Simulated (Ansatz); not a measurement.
# ZrS$_{2}$: zone-centre modes at 4 GPa

These are results of DFT PBEsol, scalar-relativistic, plane waves, PAW (Ansatz), not measurements. Plane waves to 420 eV; Γ-centred k mesh 12×12×8; Gaussian smearing of 0.01 eV. No spin polarisation. Phonons by linear response, acoustic sum rule imposed.

The cell, relaxed at 4 GPa:
```
Zr S
1.0
     3.56093    0.00000    0.00000
    -1.78047    3.08386    0.00000
     0.00000    0.00000    5.48425
Zr S
1 2
Direct
  0.00000 0.00000 0.00000
  0.33333 0.66667 0.26810
  0.66667 0.33333 0.73190
```

The crystal is built of layers and no dispersion correction was added, so the binding between them is poorly described, and with it their spacing and whatever depends on it.

Problem. Is this structure stable against zone-centre distortions?

Solution. Yes, at Γ: no optical mode is imaginary. Strains and other wave vectors aren't tested by this run.

Problem. List the optical modes at Γ (i marks imaginary ones).

Solution.
| frequency (meV) | degeneracy |
| --- | --- |
| 21.4 | 2 |
| 32.0 | 2 |
| 41.6 | 1 |
| 41.7 | 1 |

Cost: 1 run of about 0.64 core-minutes, on AMD EPYC 9R45 (Zen 5) (shared hosts).